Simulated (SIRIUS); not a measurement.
YN under changes of volume

One of the cells (14.790 Å³/atom); the others are scaled copies at fixed shape and fractional positions:

```
Y N
1.0
     0.00000    2.45465    2.45465
     2.45465    0.00000    2.45465
     2.45465    2.45465    0.00000
Y N
1 1
Direct
  0.00000 0.00000 0.00000
  0.50000 0.50000 0.50000
```

```yaml
Program: SIRIUS 7.10.0
Functional: PBEsol
Potentials_or_basis: PseudoDojo 0.4.1 PBEsol standard (scalar relativistic)
Cutoff: 1152 eV
Density_cutoff: 4606 eV
k_mesh: 9 × 9 × 9
Occupations: fermi-dirac, width 0.05 eV
Spin: no spin polarisation
```

```tsv
volume (Å³/atom)	energy over the lowest point (meV/atom)	pressure (GPa)	gap on the mesh (eV)
13.630	18.86	9.3	0.04
13.920	5.81	5.1	0.08
14.210	0.00	1.3	0.12
14.790	7.32	-5.2	0.19
15.080	19.22	-8.0	0.23
15.370	?	?	?
```

Task: What does the run at 15.370 Å³/atom give?

Result: Energy over the lowest point 35.87 meV/atom; pressure -10.4 GPa; gap on the mesh 0.26 eV.

Worked out: A Birch-Murnaghan fit of order 3 (a polynomial in V^(-2/3)) to the other rows has its minimum at 14.32 Å³/atom with B0 = V·E''(V) = 171 GPa and B' = 4.1. It gives 35.90 meV/atom at 15.370 Å³/atom, against the run's 35.87, and -dE/dV = -10.4 GPa, against -10.4.

Energies are extrapolated to zero smearing.

Caveats: an odd mesh through Γ misses points on the zone boundary, where band edges often lie. Spin-orbit coupling on Y is left out.
